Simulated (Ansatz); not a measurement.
# ZrB2: the cost of one run

Computed with Ansatz 0.2.0 (DFT PBE, with the methods named in each step, unless a step's input says otherwise).

2 further runs of the same task are left out: 1 that didn't finish, 1 set aside as unsound or not needed.

### 1 The starting structure

Symmetry: P6/mmm, No. 191, hexagonal system. Conventional cell: a = 3.168 Å, b = 3.168 Å, c = 3.552 Å, α = 90.00°, β = 90.00°, γ = 120.00°. Around Zr (site symmetry 6/mmm) lie 12 B at 2.55 Å. Around B (site symmetry -6m2) lie 3 B at 1.83 Å and 6 Zr at 2.55 Å.

Coordinates:

```xyz
3
Lattice="3.1675 0.0000 0.0000 -1.5838 2.7432 0.0000 0.0000 0.0000 3.5524" Properties=species:S:1:pos:R:3 pbc="T T T"
Zr    0.0000    0.0000    0.0000
B     0.0000    1.8288    1.7762
B     1.5838    0.9144    1.7762
```

Atoms are numbered in the order of the input: Zr1, B2, B3.

### 2 The bond as given, LAPW

Input file input.yaml:

```yaml
crystal:
  lattice:
    - [3.1675246616, 0.0, 0.0]
    - [-1.5837623308, 2.743156824, 0.0]
    - [0.0, 0.0, 3.55238806]
  atoms:
    - { symbol: Zr, position: [0.0, 0.0, 0.0] }
    - { symbol: B, position: [0.3333333333, 0.6666666667, 0.5] }
    - { symbol: B, position: [0.6666666667, 0.3333333333, 0.5] }
kpoints:
  mp_grid: { grid: [11, 11, 9] }
scf:
  occupations: { method: fermi_dirac, width: 0.05 }
hamiltonian:
  xc: pbe
  pseudopotentials: { kind: all_electron, lapw: { basis_error: 0.001 } }
output:
  forces: true
  stress: true
  eigenvalues: true
  populations: true
```

On the command line:

```bash
$ ansatz run input.yaml --threads 1 --pin off --max-ram 3072MiB --backend cpu --events-out ev --progress --plain --runs-dir out
```

**Question.** How long does this run take on 1 thread of Intel Xeon Platinum 8488C (Sapphire Rapids), shared host, and how much memory does it need?

About 12 s, with a peak of 0.39 GiB.
